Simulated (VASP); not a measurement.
# CdTe (F-43m) in VASP: a series of runs

The runs below take CdTe through single point, with PBE.

Everything below comes from runs of VASP 6.6.1. Logs are shortened: lines on timing, memory, paths and dates and some standing lists are left out, and cuts for length are marked.

**Measured values to compare with.**

A printed reference work, data compilation reports, for a bulk crystal of CdTe at 0 K: band gap 1.607 eV.

How close the calculation comes is told below.

### 1 The cell of the first run

Symmetry: F-43m, No. 216, cubic system. The conventional cell has a = 6.617 Å, b = 6.617 Å, c = 6.617 Å, α = 90.00°, β = 90.00°, γ = 90.00°. Within 3.8 Å of Cd (site symmetry -43m) lie 4 Te at 2.87 Å. Te (site symmetry -43m) has 4 Cd at 2.87 Å within 3.8 Å.

### 2 Single point, PBE

File INCAR:

```
ALGO = Normal
EDIFF = 1E-6
ENCUT = 520
GGA = PE
ISIF = 2
ISMEAR = 0
LASPH = T
LCHARG = T
LELF = T
LREAL = Auto
LUSENCCL = F
LVHAR = T
LWAVE = F
NBANDS = 166
NELM = 60
PREC = Accurate
SIGMA = 0.01
```

File KPOINTS:

```
Automatic mesh
0
Gamma
  2 2 2
  0.5 0.5 0.5
```

File POSCAR:

```
CdTe
1.0
   -6.6173732474      6.6173732474      6.6173732474
    6.6173732474     -6.6173732474      6.6173732474
    6.6173732474      6.6173732474     -6.6173732474
Cd Te
16 16
Direct
    0.0000000000      0.2500000000      0.7500000000
    0.0000000000      0.5000000000      0.5000000000
    0.0000000000      0.7500000000      0.2500000000
    0.2500000000      0.0000000000      0.7500000000
    0.0000000000      0.0000000000      0.0000000000
    0.2500000000      0.2500000000      0.5000000000
    0.2500000000      0.5000000000      0.2500000000
    0.5000000000      0.7500000000      0.7500000000
    0.2500000000      0.7500000000      0.0000000000
    0.5000000000      0.0000000000      0.5000000000
    0.5000000000      0.2500000000      0.2500000000
    0.7500000000      0.5000000000      0.7500000000
    0.5000000000      0.5000000000      0.0000000000
    0.7500000000      0.7500000000      0.5000000000
    0.7500000000      0.0000000000      0.2500000000
    0.7500000000      0.2500000000      0.0000000000
    0.2500000000      0.5000000000      0.0000000000
    0.2500000000      0.7500000000      0.7500000000
    0.2500000000      0.0000000000      0.5000000000
    0.5000000000      0.2500000000      0.0000000000
    0.2500000000      0.2500000000      0.2500000000
    0.5000000000      0.5000000000      0.7500000000
    0.5000000000      0.7500000000      0.5000000000
    0.7500000000      0.0000000000      0.0000000000
    0.5000000000      0.0000000000      0.2500000000
    0.7500000000      0.2500000000      0.7500000000
    0.7500000000      0.5000000000      0.5000000000
    0.0000000000      0.7500000000      0.0000000000
    0.7500000000      0.7500000000      0.2500000000
    0.0000000000      0.0000000000      0.7500000000
    0.0000000000      0.2500000000      0.5000000000
    0.0000000000      0.5000000000      0.2500000000
```

Potentials or basis: VASP PAW PBE potentials, release 64 (Cd, Te).

Started as:

```bash
> cat potpaw_PBE.64/Cd/POTCAR potpaw_PBE.64/Te/POTCAR > POTCAR
> mpirun -np 1 vasp_std > vasp.out
```

OUTCAR:

```text
EDIFF = 1E-6
   ENCUT = 520
   GGA = PE
   ISIF = 2
   ISMEAR = 0
   LASPH = T
   LREAL = Auto
   NELM = 60
   PREC = Accurate

 ion  position               nearest neighbor table
   1  0.000  0.250  0.750-  17 2.87  26 2.87  30 2.87  31 2.87
   2  0.000  0.500  0.500-  18 2.87  27 2.87  31 2.87  32 2.87
   3  0.000  0.750  0.250-  19 2.87  28 2.87  29 2.87  32 2.87
   4  0.250  0.000  0.750-  18 2.87  19 2.87  20 2.87  30 2.87
   5  0.000  0.000  0.000-  21 2.87  24 2.87  28 2.87  30 2.87
   6  0.250  0.250  0.500-  19 2.87  21 2.87  22 2.87  31 2.87
[... 24 lines left out ...]
  31  0.000  0.250  0.500-   1 2.87   2 2.87   6 2.87  15 2.87
  32  0.000  0.500  0.250-   2 2.87   3 2.87   7 2.87  16 2.87

  LATTYP: Found a body centered cubic cell.
 ALAT       =    13.2347464948

  Lattice vectors:

 A1 = (  -6.6173732474,   6.6173732474,   6.6173732474)
 A2 = (   6.6173732474,  -6.6173732474,   6.6173732474)
 A3 = (   6.6173732474,   6.6173732474,  -6.6173732474)

Analysis of symmetry for initial positions (statically):
=====================================================================
 Subroutine PRICEL returns following result:

  LATTYP: Found a face centered cubic cell.
 ALAT       =     6.6173732474

  Lattice vectors:

 A1 = (   3.3086866237,  -3.3086866237,   0.0000000000)
 A2 = (   0.0000000000,  -3.3086866237,  -3.3086866237)
 A3 = (   3.3086866237,  -0.0000000000,  -3.3086866237)

  16 primitive cells build up your supercell.

 Routine SETGRP: Setting up the symmetry group for a
 body centered cubic supercell.

 Subroutine GETGRP returns: Found 24 space group operations
 (whereof 24 operations were pure point group operations)
 out of a pool of 48 trial point group operations.

The static configuration has the point symmetry T_d .

Analysis of symmetry for dynamics (positions and initial velocities):
=====================================================================
 Subroutine PRICEL returns following result:

  LATTYP: Found a face centered cubic cell.
 ALAT       =     6.6173732474

  Lattice vectors:

 A1 = (   3.3086866237,  -3.3086866237,   0.0000000000)
 A2 = (   0.0000000000,  -3.3086866237,  -3.3086866237)
 A3 = (   3.3086866237,  -0.0000000000,  -3.3086866237)

  16 primitive cells build up your supercell.

 Routine SETGRP: Setting up the symmetry group for a
 body centered cubic supercell.

 Subroutine GETGRP returns: Found 24 space group operations
 (whereof 24 operations were pure point group operations)
 out of a pool of 48 trial point group operations.

The dynamic configuration has the point symmetry T_d .

 Subroutine INISYM returns: Found 24 space group operations
 (whereof 24 operations are pure point group operations),
 and found    16 'primitive' translations

----------------------------------------------------------------------------------------

                                     Primitive cell

  volume of cell :      72.4431

  direct lattice vectors                    reciprocal lattice vectors
     3.308686624 -3.308686624  0.000000000     0.151117364 -0.151117364  0.151117364
     0.000000000 -3.308686624 -3.308686624    -0.151117364 -0.151117364 -0.151117364
     3.308686624 -0.000000000 -3.308686624     0.151117364  0.151117364 -0.151117364

  length of vectors
     4.679189497  4.679189497  4.679189497     0.261742952  0.261742952  0.261742952

  position of ions in fractional coordinates (direct lattice)
     1.000000000 -0.000000000  0.000000000
     0.250000000  0.250000000  0.250000000

  ion indices of the primitive-cell ions
   primitive index   ion index
                 1           1
                 2          26

----------------------------------------------------------------------------------------

 KPOINTS: Automatic mesh

Automatic generation of k-mesh.
 Grid dimensions read from file:
 generate k-points for:    2    2    2

 Generating k-lattice:

  Cartesian coordinates                     Fractional coordinates (reciprocal lattice)
     0.000000000  0.037779341  0.037779341     0.500000000  0.000000000  0.000000000
     0.037779341  0.000000000  0.037779341     0.000000000  0.500000000  0.000000000
     0.037779341  0.037779341  0.000000000     0.000000000  0.000000000  0.500000000

  Length of vectors
     0.053428056  0.053428056  0.053428056

  Shift w.r.t. Gamma in fractional coordinates (k-lattice)
     0.500000000  0.500000000  0.500000000

 Subroutine IBZKPT returns following result:
 ===========================================

 Found      2 irreducible k-points:

 Following reciprocal coordinates:
            Coordinates               Weight
  0.250000  0.250000  0.250000      2.000000
 -0.250000  0.250000  0.250000      6.000000
   k-points           NKPTS =      2   k-points in BZ     NKDIM =      2   number of bands    NBANDS=    166
   number of dos      NEDOS =    301   number of ions     NIONS =     32
   total plane-waves  NPLWV = 729000
   dimension x,y,z NGX =    90 NGY =   90 NGZ =   90
   dimension x,y,z NGXF=   180 NGYF=  180 NGZF=  180
   ions per type =              16  16
   NGX,Y,Z   is equivalent  to a cutoff of  13.05, 13.05, 13.05 a.u.
   NGXF,Y,Z  is equivalent  to a cutoff of  26.11, 26.11, 26.11 a.u.
 SYSTEM =  unknown system
   PREC   = accura    normal or accurate (medium, high low for compatibility)
   ISTART =      0    job   : 0-new  1-cont  2-samecut
   ICHARG =      2    charge: 1-file 2-atom 10-const
   ISPIN  =      1    spin polarized calculation?
   LNONCOLLINEAR =      F non collinear calculations
   LSORBIT =      F    spin-orbit coupling
   LASPH  =      T    aspherical Exc in radial PAW
   ENCUT  =  520.0 eV  38.22 Ry    6.18 a.u.  21.31 21.31 21.31*2*pi/ulx,y,z
   NELM   =     60;   NELMIN=  2; NELMDL= -5     # of ELM steps
   EDIFF  = 0.1E-05   stopping-criterion for ELM
   LREAL  =      T    real-space projection
   EDIFFG = 0.1E-04   stopping-criterion for IOM
   NSW    =      0    number of steps for IOM
   IBRION =     -1    ionic relax: 0-MD 1-quasi-New 2-CG
   NFREE  =      0    steps in history (QN), initial steepest desc. (CG)
   ISIF   =      2    stress and relaxation
   ISYM   =      2    0-nonsym 1-usesym 2-fastsym
   POTIM  = 0.5000    time-step for ionic-motion
   TEBEG  =    0.0;   TEEND  =   0.0 temperature during run
   PSTRESS=    0.0 pullay stress
   NELECT =     288.0000    total number of electrons
   NUPDOWN=      -1.0000    fix difference up-down
   EMIN   =  10.00;   EMAX   =-10.00  energy-range for DOS
   EFERMI =   0.00;   METHOD = LEGACY
   ISMEAR =     0;   SIGMA  =   0.01  broadening in eV -4-tet -1-fermi 0-gaus
   EFERMI_NEDOS =   21; number of points for ismear=-14 and -15
   IALGO  =     38    algorithm
   IMIX   =      4    mixing-type and parameters
     AMIX     =   0.40;   BMIX     =  1.00
     AMIX_MAG =   1.60;   BMIX_MAG =  1.00
  volume/ion in A,a.u.               =      36.22       244.44
  Fermi-wavevector in a.u.,A,eV,Ry     =   1.029201  1.944907 14.412024  1.059254
  Thomas-Fermi vector in A             =   2.163236
   LORBIT       =      0    0 simple, 1 ext, 2 COOP (PROOUT), +10 PAW based schemes
   GGA     = PE    functional components
   LHFCALC =     F    Hartree Fock is set to
   AEXX    =    0.0000 exact exchange contribution
   IVDW    =     0    specifies the selected vdW correction
   LEPSILON=     F    determine dielectric tensor
   LRPA    =     F    only Hartree local field effects (RPA)
 non-spin polarized calculation
 Gauss-broadening in eV      SIGMA  =   0.01
  energy-cutoff  :      520.00
  volume of cell :     1159.09
 maximum number of plane-waves:     31245
 NGX is ok and might be reduce to    90
   NGX = 43   NGY = 43   NGZ = 43

 number of electron     287.9999959 magnetization

 Free energy of the ion-electron system (eV)
  ---------------------------------------------------
  ext. energy  EPLUGINS =         0.00000000
  ---------------------------------------------------
  free energy    TOTEN  =       -77.04862812 eV

  energy without entropy =      -77.04862812  energy(sigma->0) =      -77.04862812

 E-fermi :   1.5477     XC(G=0):  -8.3107

 val. band max:        1.4729024966   @ k =  -0.2500   0.2500   0.2500
 cond. band min:       3.6491484021   @ k =  -0.2500   0.2500   0.2500
 fundamental gap:      2.1762459054
 Fermi energy:         1.5476938064

 k-point     1 :       0.2500    0.2500    0.2500
  band No.  band energies     occupation
      1      -8.8646      2.00000
      2      -8.8646      2.00000
      3      -8.8646      2.00000
      4      -8.8646      2.00000
      5      -8.6448      2.00000
      6      -8.6448      2.00000
[... 148 lines left out ...]
    155       4.7348      0.00000
    156       4.7348      0.00000

 k-point     2 :      -0.2500    0.2500    0.2500
  band No.  band energies     occupation
      1      -8.9693      2.00000
      2      -8.7760      2.00000
      3      -8.7760      2.00000
      4      -8.7760      2.00000
      5      -8.7760      2.00000
      6      -8.6971      2.00000
[... 148 lines left out ...]
    155       4.8403      0.00000
    156       5.0440      0.00000
 [bands above 156 left out]

------------------------ aborting loop because EDIFF is reached ----------------------------------------

  FORCE on cell =-STRESS in cart. coord.  units (eV):
  Direction    XX          YY          ZZ          XY          YZ          ZX
  --------------------------------------------------------------------------------------
  -------------------------------------------------------------------------------------
  Total        0.9464635      0.9464635      0.9464635      0.0000000     -0.0000000     -0.0000000
  in kB        1.3082706      1.3082706      1.3082706      0.0000000     -0.0000000     -0.0000000
  external PRESSURE =       1.3082706 kB  Pullay stress =       0.0000000 kB

 VOLUME and BASIS-vectors are now :
 -----------------------------------------------------------------------------
  energy-cutoff  :      520.00
  volume of cell :     1159.09
      direct lattice vectors                 reciprocal lattice vectors
    -6.617373247  6.617373247  6.617373247     0.000000000  0.075558682  0.075558682
     6.617373247 -6.617373247  6.617373247     0.075558682  0.000000000  0.075558682
     6.617373247  6.617373247 -6.617373247     0.075558682  0.075558682  0.000000000

 POSITION                                       TOTAL-FORCE (eV/Angst)
 -----------------------------------------------------------------------------------
      6.61737      3.30869     -3.30869        -0.000000      0.000000      0.000000
      6.61737      0.00000      0.00000         0.000000     -0.000000     -0.000000
      6.61737     -3.30869      3.30869        -0.000000      0.000000      0.000000
      3.30869      6.61737     -3.30869         0.000000      0.000000     -0.000000
      0.00000      0.00000      0.00000         0.000000     -0.000000      0.000000
      3.30869      3.30869      0.00000         0.000000     -0.000000     -0.000000
[... 24 lines left out ...]
      4.96303      1.65434     -1.65434        -0.000000     -0.000000      0.000000
      4.96303     -1.65434      1.65434        -0.000000     -0.000000     -0.000000
 -----------------------------------------------------------------------------------
    total drift:                               -0.000046     -0.000046     -0.000046

  FREE ENERGIE OF THE ION-ELECTRON SYSTEM (eV)
  ---------------------------------------------------
  free  energy   TOTEN  =       -77.0486281171 eV

  energy  without entropy=      -77.0486281171  energy(sigma->0) =      -77.04862812
```

Wall time 99 s (1 × NVIDIA H100 80GB with 1 thread of Intel Xeon Platinum 8481C at 2.70GHz (Sapphire Rapids), shared host); peak memory 1.9 GiB.

Results:

* Free energy: -77.0486 eV
* Pressure: 0.1 GPa
* Band gap on the k mesh: 2.18 eV

Caveat: spin-orbit coupling is left out, which moves the levels of the heavy elements; a shifted mesh leaves out Γ, where band edges can lie.

### 3 Single point, PBE

File INCAR:

```
ALGO = Normal
EDIFF = 1E-6
ENCUT = 500
GGA = PE
GGA_COMPAT = F
ISIF = 2
ISMEAR = 0
LASPH = T
LCHARG = T
LELF = T
LREAL = Auto
LVHAR = T
LWAVE = F
NBANDS = 166
NELM = 120
PREC = Accurate
SIGMA = 0.01
```

KPOINTS is that of step 2.

File POSCAR:

```
CdTe
1.0
   -6.6173732776      6.6173732776     -6.6173732776
    6.6173732776     -6.6173732776     -6.6173732776
   -6.6173732776     -6.6173732776      6.6173732776
Cd Te
16 16
Direct
    0.2500000000      0.7500000000      0.0000000000
    0.0000000000      0.7500000000      0.2500000000
    0.7500000000      0.7500000000      0.5000000000
    0.5000000000      0.5000000000      0.0000000000
    0.5000000000      0.7500000000      0.7500000000
    0.2500000000      0.5000000000      0.2500000000
    0.0000000000      0.5000000000      0.5000000000
    0.7500000000      0.2500000000      0.0000000000
    0.7500000000      0.5000000000      0.7500000000
    0.5000000000      0.2500000000      0.2500000000
    0.2500000000      0.2500000000      0.5000000000
    0.0000000000      0.0000000000      0.0000000000
    0.0000000000      0.2500000000      0.7500000000
    0.7500000000      0.0000000000      0.2500000000
    0.5000000000      0.0000000000      0.5000000000
    0.2500000000      0.0000000000      0.7500000000
    0.0000000000      0.5000000000      0.7500000000
    0.7500000000      0.5000000000      0.0000000000
    0.5000000000      0.5000000000      0.2500000000
    0.2500000000      0.2500000000      0.7500000000
    0.2500000000      0.5000000000      0.5000000000
    0.0000000000      0.2500000000      0.0000000000
    0.7500000000      0.2500000000      0.2500000000
    0.5000000000      0.0000000000      0.7500000000
    0.5000000000      0.2500000000      0.5000000000
    0.2500000000      0.0000000000      0.0000000000
    0.0000000000      0.0000000000      0.2500000000
    0.7500000000      0.7500000000      0.7500000000
    0.7500000000      0.0000000000      0.5000000000
    0.5000000000      0.7500000000      0.0000000000
    0.2500000000      0.7500000000      0.2500000000
    0.0000000000      0.7500000000      0.5000000000
```

Potentials or basis: VASP PAW PBE potentials, release 64 (Cd, Te).

Started as:

```bash
> cat potpaw_PBE.64/Cd/POTCAR potpaw_PBE.64/Te/POTCAR > POTCAR
> mpirun -np 1 vasp_std > vasp.out
```

Run time: 27 min. Hardware: 1 thread of Oxide Virtual Turin-like, shared host; peak memory 1.1 GiB.

Results (log left out):

* Free energy: -77.0577 eV
* Pressure: 0.2 GPa
* Band gap on the k mesh: 2.18 eV

Levels at points of the mesh, in eV from the valence-band top:
```csv
k point,band 142,band 143,band 144,band 145,band 146,band 147
"(0.25, 0.25, 0.25)",-0.05,-0.05,-0.05,2.21,2.21,2.21
```

Caveat: spin-orbit coupling is left out, which moves the levels of the heavy elements; a shifted mesh leaves out Γ, where band edges can lie.

### 4 Comparison with measurements

Step 2. Against the measured gap of CdTe, 1.607 eV (0 K; a printed reference work, data compilation), the calculated 2.18 eV is off by +0.57 eV. Spin-orbit coupling on Cd, Te is left out. The value is that of PBE on a finite k mesh, which can miss the band edges, without temperature or zero-point motion.

Step 3. A measured gap of CdTe is 1.607 eV (0 K; a printed reference work, data compilation); the calculated 2.18 eV misses it by +0.57 eV. Spin-orbit coupling on Cd, Te is left out. The value is that of PBE on a finite k mesh, which can miss the band edges, without temperature or zero-point motion.
